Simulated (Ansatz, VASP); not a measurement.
## One calculation of Ir, two programs

INCAR

```
SYSTEM = Ir
PREC = Accurate
ENCUT = 520
EDIFF = 1E-6
ISMEAR = -1
SIGMA = 0.05
LREAL = .FALSE.
LASPH = .TRUE.
NELM = 100
ALGO = Normal
ISIF = 2
LWAVE = .FALSE.
LCHARG = .FALSE.
GGA = PE
NBANDS = 10
```

KPOINTS

```
Automatic mesh
0
G
  12 12 12
  0 0 0
```

Contents of POSCAR:

```
Ir
1.0
    0.0000000000      1.9156000000      1.9156000000
    1.9156000000      0.0000000000      1.9156000000
    1.9156000000      1.9156000000      0.0000000000
Ir
1
Direct
    0.0000000000      0.0000000000      0.0000000000
```

The input input.yaml:

```yaml
crystal:
  lattice:
    - [0.0, 1.9156, 1.9156]
    - [1.9156, 0.0, 1.9156]
    - [1.9156, 1.9156, 0.0]
  atoms:
    - { symbol: Ir, position: [0.0, 0.0, 0.0] }
kpoints:
  mp_grid: { grid: [12, 12, 12] }
scf:
  occupations: { method: fermi_dirac, width: 0.05 }
hamiltonian:
  xc: pbe
  pseudopotentials: { kind: all_electron, lapw: { basis_error: 0.001 } }
output:
  forces: true
  stress: true
  eigenvalues: true
  populations: true
```

Alike in both runs: task single point; functional PBE; k mesh 12 × 12 × 12; occupations fermi-dirac, width 0.05 eV; no spin polarisation.

```csv
,VASP,Ansatz
version,VASP 6.6.1,Ansatz 0.2.0
potentials or method,"VASP PAW PBE potentials, release 64 (Ir)","all-electron LAPW, scalar-relativistic"
plane-wave cutoff (eV),520,see its input
```

Ansatz gave:

* gap on the k mesh at the Fermi level (eV): none
* pressure (GPa): 11.1

Problem. Estimate VASP's values.

Solution. gap on the k mesh at the Fermi level (eV): none; pressure (GPa): 11.8.

A gap of «none» marks a metal or a gap that the smearing closes. Ansatz ran all-electron here, so the differences hold the error of VASP's frozen core and of both bases.

Spin-orbit coupling is left out, which matters for the levels of Ir.
